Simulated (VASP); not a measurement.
Set up this calculation in VASP 6.6.1, as the native input.

```yaml
Task: single point
Functional: PBE
Potentials_or_basis: VASP PAW PBE potentials, release 64 (Zn)
Cutoff: 520 eV
k_mesh: 20 × 20 × 20
Occupations: gaussian, width 0.15 eV
Spin: no spin polarisation
Dipole_correction: no
Further_INCAR_settings: ALGO = Fast; EDIFF = 1e-06; NBANDS = 12
```

The structure of Zn lies in POSCAR:

```
Zn
1.0
    0.0000000000      1.9942476400      1.9647760000
    1.9942476400      0.0000000000      1.9647760000
    1.9942476400      1.9942476400      0.0000000000
Zn
1
Direct
    0.0000000000      0.0000000000      0.0000000000
```

This isn't the form of Zn at room conditions, which is hcp.

The cell isn't the ideal one: strain +0.0150 x Voigt [1, 1, 0, 0, 0, 0], atoms carried along.

These files were run (other wordings do the same):

INCAR

```
SYSTEM = Zn
PREC     = Accurate       ! precision mode
ENCUT    = 520            ! plane-wave cutoff, eV
EDIFF    = 1E-6           ! SCF threshold, eV
ISMEAR   = 0              ! smearing method
SIGMA    = 0.15           ! smearing width, eV
LREAL    = .FALSE.        ! projectors in reciprocal space
LASPH    = .TRUE.         ! aspherical terms in the spheres
NELM     = 100            ! most SCF steps
ALGO     = Fast           ! electronic algorithm
ISIF     = 2              ! what is computed and relaxed
LWAVE    = .FALSE.        ! write WAVECAR
LCHARG   = .FALSE.        ! write CHGCAR
GGA      = PE             ! functional
NBANDS   = 12             ! bands
```

KPOINTS

```
Automatic mesh
0
G
  20 20 20
  0 0 0
```

Potentials or basis: VASP PAW PBE potentials, release 64 (Zn).

Command:

```bash
$ cat potpaw_PBE.64/Zn/POTCAR > POTCAR
$ mpirun -np 1 vasp_std > vasp.out
```

It gave:

- Pressure: -1.7 GPa
- Band gap on the k mesh: none (metal or under the smearing width)

It took 56 s on 1 thread of Intel(R) Xeon(R) Platinum 8488C (Sapphire Rapids), with other jobs on the host, peak memory 0.23 GiB.
